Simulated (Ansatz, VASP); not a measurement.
Two plane-wave programs on AgCl

The input INCAR:

```
ALGO = Normal ; EDIFF = 1E-6
ENCUT = 520 ; GGA = PS
ISIF = 2 ; ISMEAR = 0
LASPH = True ; LCHARG = True
LELF = True ; LREAL = False
LVHAR = True ; LWAVE = False
NBANDS = 16 ; NELM = 100
PREC = Accurate ; SIGMA = 0.05
```

KPOINTS

```
k-points
0
Gamma
  8 8 8
```

The input POSCAR:

```
AgCl
1.0
    0.0000000000      2.7315527500      2.7315527500
    2.7315527500      0.0000000000      2.7315527500
    2.7315527500      2.7315527500      0.0000000000
Ag Cl
1 1
Direct
    0.5000000000      0.5000000000      0.5000000000
    0.0000000000      0.0000000000      0.0000000000
```

Input for Ansatz:

```yaml
crystal:
  lattice:
    - [0.0, 2.73155275, 2.73155275]
    - [2.73155275, 0.0, 2.73155275]
    - [2.73155275, 2.73155275, 0.0]
  atoms:
    - { symbol: Ag, position: [0.5, 0.5, 0.5] }
    - { symbol: Cl, position: [0.0, 0.0, 0.0] }
basis:
  ecutwfc: 420
kpoints:
  mp_grid: { grid: [8, 8, 8] }
hamiltonian:
  xc: pbesol
scf:
  occupations: { method: gaussian, width: 0.05 }
output:
  forces: true
  stress: true
  eigenvalues: true
```

Change from the starting cell: strain -0.015 along x and y, -0.015 along z, atoms carried along.

Alike in both runs: task single point; functional PBEsol; k mesh 8 × 8 × 8; occupations gaussian, width 0.05 eV; no spin polarisation.

|  | VASP | Ansatz |
| --- | --- | --- |
| version | VASP 6.6.1 | Ansatz 0.2.0 |
| potentials or method | VASP PAW PBE potentials, release 64 (Ag, Cl) | scalar-relativistic, plane waves, PAW |
| plane-wave cutoff (eV) | 520 | 420 |
| valence electrons in the cell | 18 | 26 |

Ansatz gave:

| Item | Value |
| --- | --- |
| gap on the k mesh at the Fermi level (eV) | 0.72 |
| least direct gap on the mesh (eV) | 3.20 |
| pressure (GPa) | -0.5 |

Problem. Which values does VASP return?

Solution. gap on the k mesh at the Fermi level (eV): 0.72; least direct gap on the mesh (eV): 3.19; pressure (GPa): -0.6.

The two sets of potentials don't hold the same shells in valence.

Caveats: the PAW data sets were made with another functional, which shifts forces and pressure a little (VASP). A k mesh can miss the band edges.
